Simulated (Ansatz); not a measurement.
Al3Ni2: relaxation of cell and atoms with PBEsol+D4

Al3Ni2:

```
CELL_PARAMETERS angstrom
3.99420 0.00000 0.00000
-1.99710 3.45907 0.00000
0.00000 0.00000 4.88086
ATOMIC_POSITIONS crystal
Ni 0.66667 0.33333 0.85343
Ni 0.33333 0.66667 0.14657
Al 0.66667 0.33333 0.35192
Al 0.33333 0.66667 0.64808
Al 0.00000 0.00000 0.00000
```

The cell comes from a database or a generator and needn't be the stable form of this composition.

| Item | Value |
| --- | --- |
| Program | Ansatz 0.2.0 |
| Task | relaxation of cell and atoms |
| Functional | PBEsol |
| Dispersion | D4 |
| Potentials or basis | Ansatz PAW |
| Cutoff | 420 eV (not typed: the program's choice for these potentials) |
| k mesh | 8 × 8 × 6 |
| Occupations | fermi-dirac, width 0.05 eV |
| Spin | collinear spin, ferromagnetic start |
| Starting moments | [1.0, 1.0, 0.0, 0.0, 0.0] μB |

```
Relaxed volume                         : 13.25 Å³/atom
Relaxed cell                           : a = 3.972 Å, b = 3.972 Å, c = 4.847 Å, α = 90.00°, β = 90.00°, γ = 120.00°
Space group after relaxing (to 0.05 Å) : P-3m1 (No. 164)
Energy gained by relaxing              : 2.0 meV/atom
Ionic steps                            : 4
Pressure after relaxing                : 0.0 GPa
Largest force after relaxing           : 0.005 eV/Å
Band gap on the k mesh                 : none (metal or under the smearing width)
Net moment                             : 0.00 μB per cell
Absolute moment                        : 0.00 μB per cell
```

Forces in eV/Å, atoms in the order of the input:
```
Ni   0.000  0.000  0.005
Ni   0.000  0.000 -0.005
Al   0.000  0.000 -0.003
Al   0.000  0.000  0.003
Al   0.000  0.000  0.000
```

The path:
```tsv
step	energy change (eV)	largest force (eV/Å)	volume (Å³)
1	0.0000	0.0456	67.44
2	-0.0089	0.0275	66.67
3	-0.0104	0.0054	66.23
4	-0.0100	0.0053	66.23
```

Final structure:
```
Ni Al
1.0
     3.97218    0.00000    0.00000
    -1.98609    3.44001    0.00000
     0.00000    0.00000    4.84715
Ni Al
2 3
Cartesian
  1.9861 1.1467 4.1395
  0.0000 2.2933 0.7077
  1.9861 1.1467 1.7099
  0.0000 2.2933 3.1373
  0.0000 0.0000 0.0000
```

Levels at points of the mesh, in eV from the Fermi level:
Spin up:
| k point | band 20 | band 21 | band 22 | band 23 | band 24 | band 25 | band 26 | band 27 |
| --- | --- | --- | --- | --- | --- | --- | --- | --- |
| (0.00, 0.00, 0.00) | -1.64 | -1.25 | 1.37 | 1.37 | 3.30 | 3.30 | 4.56 | 4.96 |
| (0.00, 0.00, -0.50) | -1.75 | 2.85 | 2.85 | 2.95 | 2.95 | 3.30 | 4.35 | 4.55 |
| (0.00, -0.50, 0.00) | -1.82 | -1.53 | -1.51 | -1.23 | 1.45 | 2.17 | 2.36 | 4.84 |
| (0.00, -0.50, -0.50) | -1.74 | -1.70 | -1.01 | -0.27 | 1.64 | 2.24 | 3.42 | 6.44 |
Spin down:
```csv
k point,band 20,band 21,band 22,band 23,band 24,band 25,band 26,band 27
"(0.00, 0.00, 0.00)",-1.64,-1.25,1.37,1.37,3.30,3.30,4.56,4.96
"(0.00, 0.00, -0.50)",-1.75,2.85,2.85,2.95,2.95,3.30,4.35,4.55
"(0.00, -0.50, 0.00)",-1.82,-1.53,-1.51,-1.23,1.45,2.17,2.36,4.84
"(0.00, -0.50, -0.50)",-1.74,-1.70,-1.01,-0.27,1.64,2.24,3.42,6.44
```

It took 17 s on 2 threads of Intel(R) Xeon(R) 6975P-C (Granite Rapids), with other jobs on the host, peak memory 0.51 GiB.

Caveat: the plane-wave basis is chosen anew once the cell has moved, so the energies of steps on either side of that aren't comparable; pairwise dispersion overbinds metals, which lowers pressure and volume; the PAW data sets come from PBE, with cores solved anew for the run's functional, which leaves a small shift of forces and pressure; the starting moments weren't kept.
